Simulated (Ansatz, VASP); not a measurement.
HfO2: VASP beside Ansatz

```
Hf O
1.0
     3.55802    0.00000    0.00000
     0.00000    3.55802    0.00000
     0.00000    0.00000    5.17186
Hf O
2 4
Direct
  0.50000 0.50000 0.50000
  0.00000 0.00000 0.00000
  0.00000 0.50000 0.69721
  0.50000 0.00000 0.80279
  0.50000 0.00000 0.30279
  0.00000 0.50000 0.19721
```

Measurements of this composition are mostly on another form, of space group No. 14.

Alike in both runs: task single point; functional PBE; k mesh 6 × 6 × 4; occupations gaussian, width 0.1 eV; no spin polarisation.

```csv
,VASP,Ansatz
version,VASP 6.6.1,Ansatz 0.2.0
potentials or method,"VASP PAW PBE potentials, release 64 (Hf_pv, O)","scalar-relativistic, plane waves, PAW"
plane-wave cutoff (eV),520,420
valence electrons in the cell,44,76
```

Ansatz gave:

```
gap on the k mesh at the Fermi level (eV)       : 4.77
least direct gap on the mesh (eV)               : 4.84
pressure (GPa)                                  : 10.0
largest component of the traceless stress (GPa) : 0.61
rms of the force components (eV/Å)              : 0.066
```

Q: What did VASP give for the same quantities?

A: gap on the k mesh at the Fermi level (eV): 4.76; least direct gap on the mesh (eV): 4.83; pressure (GPa): 6.5; largest component of the traceless stress (GPa): 0.53; rms of the force components (eV/Å): 0.047.

Atom by atom the forces differ by 0.019 eV/Å (rms over components). One of these differences is far larger than is usual between the two programs; its cause wasn't traced. With one functional, cell and mesh, what is left measures potentials, basis and numerics. The two sets of potentials don't hold the same shells in valence.

Caveats: spin-orbit coupling is left out, which moves the levels of the heavy elements. As with any semilocal functional, this PBE gap is likely too small. A k mesh can miss the band edges.
